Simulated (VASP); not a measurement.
# Os (Fm-3m) in VASP: further runs

Runs on Os. Level: PBEsol. Tasks: single point, relaxation of the atoms.

All numbers are computed with VASP 6.6.1; they aren't measurements. Logs are shortened: lines on timing, memory, paths and dates and some standing lists are left out, and cuts for length are marked.

### 1 The slab as given

Symmetry: Fm-3m, No. 225, cubic system. Conventional cell: a = 3.820 Å, b = 3.820 Å, c = 3.820 Å, α = 90.00°, β = 90.00°, γ = 90.00°. Os (site symmetry m-3m) is surrounded by 12 Os at 2.70 Å.

This isn't the form of Os at room conditions, which is hcp.

### 2 Single point, PBEsol (clean slab, lower half held)

INCAR

```
SYSTEM = Os
PREC     = Accurate       ! precision mode
ENCUT    = 520            ! plane-wave cutoff, eV
EDIFF    = 1E-7           ! SCF threshold, eV
ISMEAR   = 0              ! smearing method
SIGMA    = 0.1            ! smearing width, eV
LREAL    = .False.        ! projectors in reciprocal space
LASPH    = .True.         ! aspherical terms in the spheres
NELM     = 100            ! most SCF steps
ALGO     = Fast           ! electronic algorithm
ISIF     = 2              ! what is computed and relaxed
LWAVE    = .False.        ! write WAVECAR
LCHARG   = .False.        ! write CHGCAR
LDIPOL   = .True.       
IDIPOL   = 3            
DIPOL    = 0.5 0.5 0.500
GGA      = PS             ! functional
NBANDS   = 24             ! bands
```

KPOINTS

```
Automatic mesh
0
Gamma
  12 12 1
  0 0 0
```

POSCAR

```
Os
1.0
    2.7013757170      0.0000000000      0.0000000000
   -1.3506878585      2.3394599961      0.0000000000
    0.0000000000      0.0000000000     23.6169921102
Os
4
Direct
    0.6666666667      0.3333333333      0.3599103544
    0.3333333333      0.6666666667      0.4533034515
    0.0000000000      0.0000000000      0.5476185581
    0.6666666667      0.3333333333      0.6372324593
```

Potentials or basis: VASP PAW PBE potentials, release 64 (Os).

Run with:

```sh
cat potpaw_PBE.64/Os/POTCAR > POTCAR
mpirun -np 1 vasp_std > vasp.out
```

OUTCAR:

```text
SYSTEM = Os
   PREC = Accurate
   ENCUT = 520
   EDIFF = 1E-7
   ISMEAR = 0
   LREAL = .False.
   LASPH = .True.
   NELM = 100
   ISIF = 2
   GGA = PS

 ion  position               nearest neighbor table
   1  0.667  0.333  0.360-   2 2.70   2 2.70   2 2.70
   2  0.333  0.667  0.453-   1 2.70   1 2.70   1 2.70   3 2.72   3 2.72   3 2.72
   3  0.000  0.000  0.548-   4 2.63   4 2.63   4 2.63   2 2.72   2 2.72   2 2.72
   4  0.667  0.333  0.637-   3 2.63   3 2.63   3 2.63

  LATTYP: Found a hexagonal cell.
 ALAT       =     2.7013757170
 C/A-ratio  =     8.7425795537

  Lattice vectors:

 A1 = (   2.7013757170,   0.0000000000,   0.0000000000)
 A2 = (  -1.3506878585,   2.3394599961,   0.0000000000)
 A3 = (   0.0000000000,   0.0000000000,  23.6169921102)

Analysis of symmetry for initial positions (statically):
=====================================================================
 Subroutine PRICEL returns:
 Original cell was already a primitive cell.

 Routine SETGRP: Setting up the symmetry group for a
 hexagonal supercell.

 Subroutine GETGRP returns: Found  6 space group operations
 (whereof  6 operations were pure point group operations)
 out of a pool of 24 trial point group operations.

The static configuration has the point symmetry C_3v.

Analysis of symmetry for dynamics (positions and initial velocities):
=====================================================================
 Subroutine PRICEL returns:
 Original cell was already a primitive cell.

 Routine SETGRP: Setting up the symmetry group for a
 hexagonal supercell.

 Subroutine GETGRP returns: Found  6 space group operations
 (whereof  6 operations were pure point group operations)
 out of a pool of 24 trial point group operations.

The dynamic configuration has the point symmetry C_3v.

 Subroutine INISYM returns: Found  6 space group operations
 (whereof  6 operations are pure point group operations),
 and found     1 'primitive' translations

----------------------------------------------------------------------------------------

                                     Primitive cell

  volume of cell :     149.2537

  direct lattice vectors                    reciprocal lattice vectors
     2.701375717  0.000000000  0.000000000     0.370181754  0.213724535  0.000000000
    -1.350687858  2.339459996  0.000000000     0.000000000  0.427449070  0.000000000
     0.000000000  0.000000000 23.616992110     0.000000000  0.000000000  0.042342395

  length of vectors
     2.701375717  2.701375717 23.616992110     0.427449070  0.427449070  0.042342395

  position of ions in fractional coordinates (direct lattice)
     0.666666667  0.333333333  0.359910354
     0.333333333  0.666666667  0.453303451
     0.000000000  0.000000000  0.547618558
     0.666666667  0.333333333  0.637232459

  ion indices of the primitive-cell ions
   primitive index   ion index
                 1           1
                 2           2
                 3           3
                 4           4

----------------------------------------------------------------------------------------

 KPOINTS: Automatic mesh

Automatic generation of k-mesh.
 Grid dimensions read from file:
 generate k-points for:   12   12    1

 Generating k-lattice:

  Cartesian coordinates                     Fractional coordinates (reciprocal lattice)
     0.030848479  0.017810378  0.000000000     0.083333333  0.000000000  0.000000000
     0.000000000  0.035620756  0.000000000     0.000000000  0.083333333  0.000000000
     0.000000000  0.000000000  0.042342395     0.000000000  0.000000000  1.000000000

  Length of vectors
     0.035620756  0.035620756  0.042342395

  Shift w.r.t. Gamma in fractional coordinates (k-lattice)
     0.000000000  0.000000000  0.000000000

 Subroutine IBZKPT returns following result:
 ===========================================

 Found     19 irreducible k-points:

 Following reciprocal coordinates:
            Coordinates               Weight
  0.000000  0.000000  0.000000      1.000000
  0.083333  0.000000  0.000000      6.000000
  0.166667 -0.000000  0.000000      6.000000
  0.250000 -0.000000  0.000000      6.000000
  0.333333  0.000000  0.000000      6.000000
  0.416667  0.000000  0.000000      6.000000
[... 11 lines left out ...]
  0.333333  0.250000  0.000000     12.000000
  0.333333  0.333333  0.000000      2.000000
   k-points           NKPTS =     19   k-points in BZ     NKDIM =     19   number of bands    NBANDS=     24
   number of dos      NEDOS =    301   number of ions     NIONS =      4
   total plane-waves  NPLWV =  72000
   dimension x,y,z NGX =    20 NGY =   20 NGZ =  180
   dimension x,y,z NGXF=    40 NGYF=   40 NGZF=  360
   ions per type =               4
   NGX,Y,Z   is equivalent  to a cutoff of  12.31, 12.31, 12.67 a.u.
   NGXF,Y,Z  is equivalent  to a cutoff of  24.62, 24.62, 25.34 a.u.
 SYSTEM =  Os
   PREC   = accura    normal or accurate (medium, high low for compatibility)
   ISTART =      0    job   : 0-new  1-cont  2-samecut
   ICHARG =      2    charge: 1-file 2-atom 10-const
   ISPIN  =      1    spin polarized calculation?
   LNONCOLLINEAR =      F non collinear calculations
   LSORBIT =      F    spin-orbit coupling
   LASPH  =      T    aspherical Exc in radial PAW
   ENCUT  =  520.0 eV  38.22 Ry    6.18 a.u.   5.02  5.02 43.91*2*pi/ulx,y,z
   NELM   =    100;   NELMIN=  2; NELMDL= -5     # of ELM steps
   EDIFF  = 0.1E-06   stopping-criterion for ELM
   LREAL  =      F    real-space projection
   EDIFFG = 0.1E-05   stopping-criterion for IOM
   NSW    =      0    number of steps for IOM
   IBRION =     -1    ionic relax: 0-MD 1-quasi-New 2-CG
   NFREE  =      0    steps in history (QN), initial steepest desc. (CG)
   ISIF   =      2    stress and relaxation
   ISYM   =      2    0-nonsym 1-usesym 2-fastsym
   POTIM  = 0.5000    time-step for ionic-motion
   TEBEG  =    0.0;   TEEND  =   0.0 temperature during run
   PSTRESS=    0.0 pullay stress
   NELECT =      32.0000    total number of electrons
   NUPDOWN=      -1.0000    fix difference up-down
   EMIN   =  10.00;   EMAX   =-10.00  energy-range for DOS
   EFERMI =   0.00;   METHOD = LEGACY
   ISMEAR =     0;   SIGMA  =   0.10  broadening in eV -4-tet -1-fermi 0-gaus
   EFERMI_NEDOS =   21; number of points for ismear=-14 and -15
   IALGO  =     68    algorithm
   IMIX   =      4    mixing-type and parameters
     AMIX     =   0.40;   BMIX     =  1.00
     AMIX_MAG =   1.60;   BMIX_MAG =  1.00
  volume/ion in A,a.u.               =      37.31       251.80
  Fermi-wavevector in a.u.,A,eV,Ry     =   0.979828  1.851606 13.062444  0.960063
  Thomas-Fermi vector in A             =   2.110711
   LORBIT       =      0    0 simple, 1 ext, 2 COOP (PROOUT), +10 PAW based schemes
   GGA     = PS    functional components
   LHFCALC =     F    Hartree Fock is set to
   AEXX    =    0.0000 exact exchange contribution
   IVDW    =     0    specifies the selected vdW correction
   LEPSILON=     F    determine dielectric tensor
   LRPA    =     F    only Hartree local field effects (RPA)
 non-spin polarized calculation
 RMM-DIIS sequential band-by-band and
 Gauss-broadening in eV      SIGMA  =   0.10
  energy-cutoff  :      520.00
  volume of cell :      149.25
 maximum number of plane-waves:      4065
 NGX is ok and might be reduce to    20
   NGX =  9   NGY =  9   NGZ = 87

 dipolmoment           0.000000      0.000000      0.040841 electrons x Angstroem

 number of electron      32.0000000 magnetization

 dipolmoment           0.000000      0.000000     -0.001183 electrons x Angstroem

 Free energy of the ion-electron system (eV)
  ---------------------------------------------------
  ext. energy  EPLUGINS =         0.00000000
  ---------------------------------------------------
  free energy    TOTEN  =       -45.87885881 eV

  energy without entropy =      -45.85103294  energy(sigma->0) =      -45.86494588

 E-fermi :   0.0978     XC(G=0):  -6.1457

 val. band max:        0.0873823432   @ k =   0.3333   0.0000   0.0000
 cond. band min:       0.1031410421   @ k =   0.1667   0.1667   0.0000
 fundamental gap:      0.0157586989
 Fermi energy:         0.0978164987

 k-point     1 :       0.0000    0.0000    0.0000
  band No.  band energies     occupation
      1     -10.3503      2.00000
      2      -8.8713      2.00000
      3      -7.6416      2.00000
      4      -7.5214      2.00000
      5      -3.3275      2.00000
      6      -3.1769      2.00000
[... 16 lines left out ...]
     23       1.2671      0.00000
     24       2.2087      0.00000

 k-point     2 :       0.0833    0.0000    0.0000
  band No.  band energies     occupation
      1     -10.0669      2.00000
      2      -8.5941      2.00000
      3      -7.3545      2.00000
      4      -7.2308      2.00000
      5      -3.6307      2.00000
      6      -3.4851      2.00000
[... 16 lines left out ...]
     23       1.9001      0.00000
     24       2.2390      0.00000

 k-point     3 :       0.1667   -0.0000    0.0000
  band No.  band energies     occupation
      1      -9.2882      2.00000
      2      -7.8728      2.00000
      3      -6.6425      2.00000
      4      -6.4650      2.00000
      5      -4.3643      2.00000
      6      -4.0230      2.00000
[... 16 lines left out ...]
     23       2.3082      0.00000
     24       2.9761      0.00000
[... 379 lines left out ...]
 k-point    18 :       0.3333    0.2500    0.0000
  band No.  band energies     occupation
      1      -6.1661      2.00000
      2      -5.9144      2.00000
      3      -5.4278      2.00000
      4      -5.2035      2.00000
      5      -4.9591      2.00000
      6      -4.5564      2.00000
[... 16 lines left out ...]
     23       7.0785      0.00000
     24       7.5639      0.00000

 k-point    19 :       0.3333    0.3333    0.0000
  band No.  band energies     occupation
      1      -5.7196      2.00000
      2      -5.6369      2.00000
      3      -5.5556      2.00000
      4      -5.0163      2.00000
      5      -4.8988      2.00000
      6      -4.6087      2.00000
[... 16 lines left out ...]
     23       6.8296      0.00000
     24       7.3948      0.00000

------------------------ aborting loop because EDIFF is reached ----------------------------------------

 vacuum level on the upper side and lower side of the slab       (xc-potential included)        -0.099        -0.059

  FORCE on cell =-STRESS in cart. coord.  units (eV):
  Direction    XX          YY          ZZ          XY          YZ          ZX
  --------------------------------------------------------------------------------------
  -------------------------------------------------------------------------------------
  Total       -4.1377683     -4.1377683     -2.1607452      0.0000000     -0.0000000      0.0000000
  in kB      -44.4172380    -44.4172380    -23.1947097      0.0000000     -0.0000000      0.0000000
  external PRESSURE =     -37.3430619 kB  Pullay stress =       0.0000000 kB

 VOLUME and BASIS-vectors are now :
 -----------------------------------------------------------------------------
  energy-cutoff  :      520.00
  volume of cell :      149.25
      direct lattice vectors                 reciprocal lattice vectors
     2.701375717  0.000000000  0.000000000     0.370181754  0.213724535  0.000000000
    -1.350687858  2.339459996  0.000000000     0.000000000  0.427449070  0.000000000
     0.000000000  0.000000000 23.616992110     0.000000000  0.000000000  0.042342395

 POSITION                                       TOTAL-FORCE (eV/Angst)
 -----------------------------------------------------------------------------------
      1.35069      0.77982      8.50000         0.000000      0.000000      1.006975
     -0.00000      1.55964     10.70566         0.000000     -0.000000     -1.037993
      0.00000      0.00000     12.93310         0.000000     -0.000000      0.013164
      1.35069      0.77982     15.04951        -0.000000      0.000000      0.017854
 -----------------------------------------------------------------------------------
    total drift:                                0.000000     -0.000000     -0.000166

  FREE ENERGIE OF THE ION-ELECTRON SYSTEM (eV)
  ---------------------------------------------------
  free  energy   TOTEN  =       -45.8788588124 eV

  energy  without entropy=      -45.8510329395  energy(sigma->0) =      -45.86494588

 vacuum level on the upper side and lower side of the slab         5.460         5.504
```

Run time: 2.7 min. Hardware: 1 thread of Intel Xeon Platinum 8259CL at 2.50GHz (Skylake/Cascade Lake), shared host; peak memory 0.27 GiB.

Results:

```yaml
Free_energy: -45.8789 eV
Largest_force: 1.038 eV/Å
Band_gap_on_the_k_mesh: none (metal or under the smearing width)
```

Forces on the atoms (eV/Å):
```
Os   0.000  0.000  1.007
Os   0.000  0.000 -1.038
Os   0.000  0.000  0.013
Os   0.000  0.000  0.018
```

Levels at points of the mesh, in eV from the Fermi level:
| k point | band 14 | band 15 | band 16 | band 17 | band 18 | band 19 |
| --- | --- | --- | --- | --- | --- | --- |
| (0.00, 0.00, 0.00) | -2.24 | -2.24 | -0.66 | -0.08 | -0.08 | 0.10 |
| (0.50, 0.00, 0.00) | 0.49 | 0.68 | 1.96 | 1.98 | 2.41 | 2.65 |

Caveat: the PAW data sets were made with another functional, which shifts forces and pressure a little.

### 3 Relaxation of the atoms, PBEsol (clean slab, lower half held)

INCAR

```
SYSTEM = Os
PREC = Accurate
ENCUT = 520
EDIFF = 1E-6
ISMEAR = 0
SIGMA = 0.1
LREAL = .False.
LASPH = .True.
NELM = 100
ALGO = Normal
ISIF = 2
LWAVE = .False.
LCHARG = .False.
LDIPOL = .True.
IDIPOL = 3
DIPOL = 0.5 0.5 0.500
GGA = PS
IBRION = 2
NSW = 90
EDIFFG = -0.03
```

KPOINTS

```
regular mesh
0
Gamma
  12 12 1
  0 0 0
```

POSCAR

```
Os
1.0
    2.7013757170      0.0000000000      0.0000000000
   -1.3506878585      2.3394599961      0.0000000000
    0.0000000000      0.0000000000     23.6169921102
Os
4
Selective dynamics
Direct
    0.6666666667      0.3333333333      0.3599103544  F F F
    0.3333333333      0.6666666667      0.4533034515  F F F
    0.0000000000      0.0000000000      0.5466965485  T T T
    0.6666666667      0.3333333333      0.6400896456  T T T
```

Potentials or basis: VASP PAW PBE potentials, release 64 (Os).

Run with:

```sh
cat potpaw_PBE.64/Os/POTCAR > POTCAR
mpirun -np 1 vasp_std > vasp.out
```

OUTCAR:

```text
SYSTEM = Os
   PREC = Accurate
   ENCUT = 520
   EDIFF = 1E-6
   ISMEAR = 0
   LREAL = .False.
   LASPH = .True.
   NELM = 100
   ISIF = 2
   GGA = PS
   IBRION = 2
   NSW = 90
   EDIFFG = -0.03

 ion  position               nearest neighbor table
   1  0.667  0.333  0.360-   2 2.70   2 2.70   2 2.70
   2  0.333  0.667  0.453-   3 2.70   3 2.70   3 2.70   1 2.70   1 2.70   1 2.70
   3  0.000  0.000  0.547-   2 2.70   2 2.70   2 2.70   4 2.70   4 2.70   4 2.70
   4  0.667  0.333  0.640-   3 2.70   3 2.70   3 2.70

  LATTYP: Found a hexagonal cell.
 ALAT       =     2.7013757170
 C/A-ratio  =     8.7425795537

  Lattice vectors:

 A1 = (   2.7013757170,   0.0000000000,   0.0000000000)
 A2 = (  -1.3506878585,   2.3394599961,   0.0000000000)
 A3 = (   0.0000000000,   0.0000000000,  23.6169921102)

Analysis of symmetry for initial positions (statically):
=====================================================================
 Subroutine PRICEL returns:
 Original cell was already a primitive cell.

 Routine SETGRP: Setting up the symmetry group for a
 hexagonal supercell.
[... 310 lines left out ...]
  external PRESSURE =     -42.0712856 kB  Pullay stress =       0.0000000 kB
[... 57 lines left out ...]
  FREE ENERGIE OF THE ION-ELECTRON SYSTEM (eV)
  ---------------------------------------------------
  free  energy   TOTEN  =       -45.8777821892 eV

  energy  without entropy=      -45.8508161753  energy(sigma->0) =      -45.86429918

 dipolmoment           0.000000      0.000000      0.002823 electrons x Angstroem

--------------------------------------- Ionic step        6  -------------------------------------------

 number of electron      32.0000000 magnetization

 dipolmoment           0.000000      0.000000     -0.001195 electrons x Angstroem

 Free energy of the ion-electron system (eV)
  ---------------------------------------------------
  ext. energy  EPLUGINS =         0.00000000
  ---------------------------------------------------
  free energy    TOTEN  =       -45.87887255 eV

  energy without entropy =      -45.85129566  energy(sigma->0) =      -45.86508411

 E-fermi :   0.0983     XC(G=0):  -6.1386

 val. band max:        0.0935438885   @ k =   0.3333   0.0000   0.0000
 cond. band min:       0.1034788286   @ k =   0.1667   0.1667   0.0000
 fundamental gap:      0.0099349401
 Fermi energy:         0.0982819659

 k-point     1 :       0.0000    0.0000    0.0000
  band No.  band energies     occupation
      1     -10.3411      2.00000
      2      -8.8701      2.00000
      3      -7.6362      2.00000
      4      -7.5191      2.00000
      5      -3.3332      2.00000
      6      -3.1801      2.00000
[... 426 lines left out ...]
     19       1.8608      0.00000
     20       1.9190      0.00000

------------------------ aborting loop because EDIFF is reached ----------------------------------------

 vacuum level on the upper side and lower side of the slab       (xc-potential included)        -0.024         0.009

  FORCE on cell =-STRESS in cart. coord.  units (eV):
  Direction    XX          YY          ZZ          XY          YZ          ZX
  --------------------------------------------------------------------------------------
  -------------------------------------------------------------------------------------
  Total       -4.2051575     -4.2051575     -2.3890568      0.0000000      0.0000000     -0.0000000
  in kB      -45.1406338    -45.1406338    -25.6455408      0.0000000      0.0000000     -0.0000000
  external PRESSURE =     -38.6422695 kB  Pullay stress =       0.0000000 kB
[... 19 lines left out ...]
  FREE ENERGIE OF THE ION-ELECTRON SYSTEM (eV)
  ---------------------------------------------------
  free  energy   TOTEN  =       -45.8788725520 eV

  energy  without entropy=      -45.8512956618  energy(sigma->0) =      -45.86508411

 reached required accuracy - stopping structural energy minimisation

 vacuum level on the upper side and lower side of the slab         5.513         5.546
```

OSZICAR:

```text
N       E                     dE             d eps       ncg     rms          rms(c)
DAV:   1     0.239668035060E+03    0.23967E+03   -0.13348E+04   760   0.135E+03
DAV:   2    -0.226579466840E+02   -0.26233E+03   -0.24677E+03  1008   0.417E+02
DAV:   3    -0.469138293396E+02   -0.24256E+02   -0.21995E+02   948   0.103E+02
[... 70 lines left out ...]
DAV:   6    -0.458790688808E+02   -0.98557E-04   -0.16336E-03  1264   0.269E-01    0.968E-02
DAV:   7    -0.458789176195E+02    0.15126E-03   -0.16169E-03  1308   0.308E-01    0.490E-02
DAV:   8    -0.458788735521E+02    0.44067E-04   -0.27917E-04  1292   0.136E-01    0.188E-02
DAV:   9    -0.458788728355E+02    0.71656E-06   -0.21871E-05  1108   0.424E-02    0.721E-03
DAV:  10    -0.458788725520E+02    0.28350E-06   -0.16830E-06   556   0.124E-02
   6 F= -.45878873E+02 E0= -.45865084E+02  d E =-.179296E-02
```

Wall time 5.4 min (1 thread of Intel Xeon Platinum 8259CL at 2.50GHz (Skylake/Cascade Lake), shared host); peak memory 0.27 GiB.

What came out:

| Quantity | Value |
| --- | --- |
| Free energy | -45.8789 eV |
| Energy gained by relaxing | 10.7 meV/atom |
| Ionic steps | 6 |
| Band gap on the k mesh | none (metal or under the smearing width) |

Step by step:
| step | energy change (eV) | largest force (eV/Å) | pressure (GPa) |
| --- | --- | --- | --- |
| 1 | 0.0000 | 0.9143 | -5.04 |
| 2 | -0.0410 | 1.0658 | -4.15 |
| 3 | -0.0411 | 1.0612 | -4.19 |
| 4 | -0.0410 | 1.0583 | -4.21 |
| 5 | -0.0418 | 1.0482 | -4.12 |
| 6 | -0.0428 | 1.0189 | -3.86 |

Final structure:
```
Os
1.0
     2.70138    0.00000    0.00000
    -1.35069    2.33946    0.00000
     0.00000    0.00000   23.61699
Os
4
Direct
  0.66667 0.33333 0.35991
  0.33333 0.66667 0.45330
  0.00000 0.00000 0.54782
  0.66667 0.33333 0.63752
```

Caveat: the PAW data sets were made with another functional, which shifts forces and pressure a little. Spin-orbit coupling is left out, which matters for the levels of Os.

(Continued in part 2 of 2.)
